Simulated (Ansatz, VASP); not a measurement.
# One calculation of AlN, two programs

```xyz
4
Lattice="3.2674 0.0000 0.0000 -1.6337 2.8296 0.0000 0.0000 0.0000 4.1310" Properties=species:S:1:pos:R:3 pbc="T T T"
Al    1.6337    0.9432    1.0327
Al    0.0000    1.8864    3.0982
N     1.6337    0.9432    3.0982
N     0.0000    1.8864    1.0327
```

Change from the starting cell: volume scaled by 0.96.

Alike in both runs: task single point; functional PBE; k mesh 9 × 9 × 7; occupations fermi-dirac, width 0.05 eV; no spin polarisation.

|  | VASP | Ansatz |
| --- | --- | --- |
| version | VASP 6.6.1 | Ansatz 0.2.0 |
| potentials or method | VASP PAW PBE potentials, release 64 (Al, N) | Ansatz PAW |
| plane-wave cutoff (eV) | 520 | 420 |
| valence electrons in the cell | 16 | 16 |

```tsv
	VASP	Ansatz	Ansatz less VASP
gap on the k mesh at the Fermi level (eV)	3.58	3.56	-0.012
least direct gap on the mesh (eV)	3.58	3.56	-0.012
pressure (GPa)	9.2	9.5	+0.28
largest component of the traceless stress (GPa)	1.22	1.36	+0.139
```

With one functional, cell and mesh, what is left measures potentials, basis and numerics.

Caveats: an odd mesh through Γ misses points on the zone boundary, where band edges often lie (VASP); odd divisions of the mesh miss points on the zone boundary, where band edges often lie, so the gap on the mesh can be too wide (Ansatz); the pressure holds a Pulay correction of +0.5 GPa for the finite cutoff (Ansatz).
